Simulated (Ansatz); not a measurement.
In PbSe (rock salt type) the Pb atom of the primitive cell, with all its periodic images, is moved by 0.06 Å along [111].

```
Pb Se
1.0
     0.00000    3.10500    3.10500
     3.10500    0.00000    3.10500
     3.10500    3.10500    0.00000
Pb Se
1 1
Cartesian
  0.0346 0.0346 0.0346
  3.1050 3.1050 3.1050
```

Theory: Ansatz 0.2.0 development build, PBE0, plane waves, all-electron PAW datasets generated for the crystal, point nucleus.

Cutoff 270 eV; exchange singularity: Wigner-Seitz; k-mesh 4×4×4 Γ-centred; Fermi–Dirac smearing of 0.05 eV; no spin polarisation; no spin–orbit coupling.

**Question.** What force results?

**Answer.** The force on it along the displacement is 0.0388 eV/Å, a force constant of -0.65 eV/Å². It is negative: the force pushes the atom further, so on this mesh the structure is unstable along this displacement. On a mesh this coarse the force constant of so soft a mode can lie far from its converged value, in sign too.

```csv
atom,Fx (eV/Å),Fy (eV/Å),Fz (eV/Å)
Pb1,0.0224,0.0224,0.0224
Se2,-0.0224,-0.0224,-0.0224
```

Where the force pushes the moved atom further off its site, the soft mode may be real or faked by the k-mesh. The k-mesh is modest, so these values aren't fully converged in k. Spin–orbit coupling is left out, which matters for 6p elements such as Tl, Pb and Bi.
